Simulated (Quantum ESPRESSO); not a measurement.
ZrC:

```xyz
2
Lattice="0.0000 2.3650 2.3650 2.3650 0.0000 2.3650 2.3650 2.3650 0.0000" Properties=species:S:1:pos:R:3 pbc="T T T"
Zr    2.3650    2.3650    2.3650
C     0.0000    0.0000    0.0000
```

Base run:

- Program: Quantum ESPRESSO 7.5
- Functional: LDA
- Potentials or basis: GBRV 1.5 LDA
- Cutoff: 612 eV
- Density cutoff: 4898 eV
- k mesh: 10 × 10 × 10
- Occupations: fermi-dirac, width 0.05 eV
- Spin: no spin polarisation

Its results: band gap on the k mesh none (metal or under the smearing width); pressure -12.5 GPa.

Problem. The run is repeated on the same cell with these changes: functional from LDA to PBEsol; potentials or basis from GBRV 1.5 LDA to GBRV 1.5 PBEsol. What comes out?

Solution. Band gap on the k mesh none (metal or under the smearing width); pressure -8.6 GPa.
